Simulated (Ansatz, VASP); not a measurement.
## SiC in VASP and in Ansatz

```
CELL_PARAMETERS angstrom
0.00000 2.17805 2.17805
2.17805 0.00000 2.17805
2.17805 2.17805 0.00000
ATOMIC_POSITIONS crystal
Si 0.25000 0.25000 0.25000
C 0.00000 0.00000 0.00000
```

Alike in both runs: task single point; functional PBE-based screened hybrid; k mesh 4 × 4 × 4; no spin polarisation.

|  | VASP | Ansatz |
| --- | --- | --- |
| version | VASP 6.6.1 | Ansatz 0.2.0 |
| potentials or method | VASP PAW PBE potentials, release 64 (Si, C) | plane waves |
| plane-wave cutoff (eV) | 520 | 420 |
| occupations | gaussian, width 0.01 eV | fixed |
| valence electrons in the cell | 8 | 8 |

VASP gave:

```
gap on the k mesh at the Fermi level (eV) : 4.24
pressure (GPa)                            : -10.6
```

Question: Estimate Ansatz's values.

Answer: gap on the k mesh at the Fermi level (eV): 4.21; pressure (GPa): -9.2.

Ansatz warned: «stress_exchange_threshold_loose».

Caveats: the k mesh is coarse (spacing up to 0.62 Å⁻¹), so the values aren't converged; the PAW data sets were made with another functional, which shifts forces and pressure a little (VASP). A k mesh can miss the band edges.
